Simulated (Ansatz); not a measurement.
# Al2O3: further runs on the relaxed cell

One table from this session's results is given with a row withheld; the runs are named, their logs left out.

Method: DFT PBE, scalar-relativistic, plane waves, PAW, in Ansatz 0.2.0.

### Starting point

Symmetry: Pbcn, No. 60, orthorhombic system. The conventional cell has a = 7.091 Å, b = 4.848 Å, c = 4.987 Å, α = 90.00°, β = 90.00°, γ = 90.00°. Al (site symmetry 1) has 6 O at 1.87 to 2.03 Å as nearest neighbours. O (site symmetry 1) has 4 Al at 1.89 to 2.03 Å as nearest neighbours. O (site symmetry 2) has 4 Al at 1.87 to 1.97 Å as nearest neighbours.

As a file:

```xyz
20
Lattice="7.0913 0.0000 0.0000 0.0000 4.8476 0.0000 0.0000 0.0000 4.9874" Properties=species:S:1:pos:R:3 pbc="T T T"
Al    2.7688    1.2223    0.1523
Al    4.3225    1.2223    2.3414
Al    0.7768    1.2015    2.6460
Al    6.3144    1.2015    4.8350
Al    4.3225    3.6252    4.8350
Al    2.7688    3.6252    2.6460
Al    6.3144    3.6461    2.3414
Al    0.7768    3.6461    0.1523
O     4.6377    0.5185    0.5086
O     2.4536    0.5185    1.9851
O     5.9992    1.9052    3.0023
O     1.0920    1.9052    4.4788
O     2.4536    4.3290    4.4788
O     4.6377    4.3290    3.0023
O     1.0920    2.9423    1.9851
O     5.9992    2.9423    0.5086
O     0.0000    0.2397    1.2468
O     3.5456    2.1841    3.7405
O     0.0000    4.6079    3.7405
O     3.5456    2.6635    1.2468
```

It goes back to an entry of the Materials Project, which need not be the stable form.

It is the result of an earlier relaxation at this level (volume 8.57 Å³/atom; gap on the mesh: 5.31 eV).

Set-up of the first run:

input.yaml reads:

```yaml
crystal:
  lattice:
    - [7.0196570307, 0.0, 0.0]
    - [0.0, 4.7985996522, 0.0]
    - [0.0, 0.0, 4.937009097]
  atoms:
    - { symbol: Al, position: [0.3904511748, 0.2521508468, 0.030545706] }
    - { symbol: Al, position: [0.6095488252, 0.2521508468, 0.469454294] }
    - { symbol: Al, position: [0.1095488252, 0.2478491532, 0.530545706] }
    - { symbol: Al, position: [0.8904511748, 0.2478491532, 0.969454294] }
    - { symbol: Al, position: [0.6095488252, 0.7478491532, 0.969454294] }
    - { symbol: Al, position: [0.3904511748, 0.7478491532, 0.530545706] }
    - { symbol: Al, position: [0.8904511748, 0.7521508468, 0.469454294] }
    - { symbol: Al, position: [0.1095488252, 0.7521508468, 0.030545706] }
    - { symbol: O, position: [0.6539986656, 0.1069697581, 0.1019782641] }
    - { symbol: O, position: [0.3460013344, 0.1069697581, 0.3980217359] }
    - { symbol: O, position: [0.8460013344, 0.3930302419, 0.6019782641] }
    - { symbol: O, position: [0.1539986656, 0.3930302419, 0.8980217359] }
    - { symbol: O, position: [0.3460013344, 0.8930302419, 0.8980217359] }
    - { symbol: O, position: [0.6539986656, 0.8930302419, 0.6019782641] }
    - { symbol: O, position: [0.1539986656, 0.6069697581, 0.3980217359] }
    - { symbol: O, position: [0.8460013344, 0.6069697581, 0.1019782641] }
    - { symbol: O, position: [0.0, 0.0494463152, 0.25] }
    - { symbol: O, position: [0.5, 0.4505536848, 0.75] }
    - { symbol: O, position: [0.0, 0.9505536848, 0.75] }
    - { symbol: O, position: [0.5, 0.5494463152, 0.25] }
basis:
  ecutwfc: 420
kpoints:
  mp_grid: { grid: [4, 6, 6] }
hamiltonian:
  xc: pbe
scf:
  occupations: { method: gaussian, width: 0.02 }
output:
  forces: true
  stress: true
  eigenvalues: true
relax:
  adjacent_minimum: "off"
  f_tol: 0.01
  max_steps: 30
  cell: { stress_tol: 0.1, fix: [volume] }
```

Started as:

```sh
> ansatz run input.yaml --threads 4 --pin off --max-ram 10240MiB --backend cpu --events-out ev --progress --plain --runs-dir out
```

Among the steps run: The cell scaled to 0.97 of its volume; Volume × 1.03; The cell scaled to 0.94 of its volume; The cell scaled to 1.06 of its volume; Point at V/V0 = 0.91; The cell scaled to 1.10 of its volume; Volume × 0.88.

One table of the session follows, with a row left open; its other results are not shown here.

It belongs to the step «Energy against volume». 

```
volume (Å³/atom)  energy above the lowest point (meV/atom)  pressure (GPa)  gap on the mesh (eV)
           7.544                                     109.7           38.00                  6.84
           7.801                                      58.3           26.22                  6.42
           8.058                                         ?               ?                     ?
           8.315                                       5.8            7.45                  5.66
           8.572                                       0.0            0.00                  5.31
           8.829                                       5.2           -6.37                  4.99
           9.087                                      19.9          -11.82                  4.68
           9.429                                      51.9          -17.80                  4.30
```

**Question.** Estimate the row for volume (Å³/atom) = 8.058.

Worked estimate for «energy above the lowest point (meV/atom)». A straight line through the neighbours (7.801, 58.3) and (8.315, 5.8) gives 58.3 + (5.8 − 58.3) × (8.058 − 7.801) / (8.315 − 7.801) = 32.0; a parabola fitted to 4 rows on both sides gives 24.5.

The run gave: energy above the lowest point (meV/atom): 24.6; pressure (GPa): 16.12; gap on the mesh (eV): 6.03. In «energy above the lowest point (meV/atom)» the line misses by +7.4 and the parabola by -0.1.
